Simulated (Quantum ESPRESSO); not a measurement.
Runs of Quantum ESPRESSO 7.5 on ZnSe (Stilleite). It takes space group F-43m (No. 216, cubic). The conventional cell has a = 5.668 Å, b = 5.668 Å, c = 5.668 Å, α = 90.00°, β = 90.00°, γ = 90.00°. Se (site symmetry -43m) is surrounded by 4 Zn at 2.45 Å. Zn (site symmetry -43m) is surrounded by 4 Se at 2.45 Å. 

```tsv
task	level	potentials or basis	spin	k mesh	smearing	SCF threshold	q mesh for exact exchange	cutoff for exact exchange	mesh quality	gap on the mesh (eV)	pressure (GPa)	V0 of scaled cells (Å³/atom)	B0 (GPa)
band structure	PW86PBE	Ansatz NC SR PBE	off	8 × 8 × 8	fermi-dirac 0.05 eV	4e-10 Ry	-	-	not flagged	1.20	(b)	-	-
band structure	EV93	Ansatz NC SR PBE	off	8 × 8 × 8	fermi-dirac 0.05 eV	4e-10 Ry	-	-	not flagged	(a)	18.9	-	-
equation of state	revPBE+D2	Ansatz NC SR PBE	off	8 × 8 × 8	fermi-dirac 0.05 eV	4e-10 Ry	-	-	not flagged	-	-	(c)	61
equation of state	BLYP+D3	Ansatz NC SR PBE	off	8 × 8 × 8	fermi-dirac 0.05 eV	4e-10 Ry	-	-	not flagged	-	-	22.73	65
```

Alike in all rows: cell as given; cutoff (eV) 1170.

Fill in the values left out.

(a) 2.15; (b) 4.1; (c) 22.51.

Caveats: the potentials were made for another functional, which shifts forces and pressure; the potentials were made for a functional far from this one (some runs); so large a pressure means that the cell lies far from this level's equilibrium, or that cutoff or potentials fall short (some runs).

A k mesh can miss the band edges, and the runs leave out spin-orbit coupling on Se.

Runs at the PBE level aren't shown here.
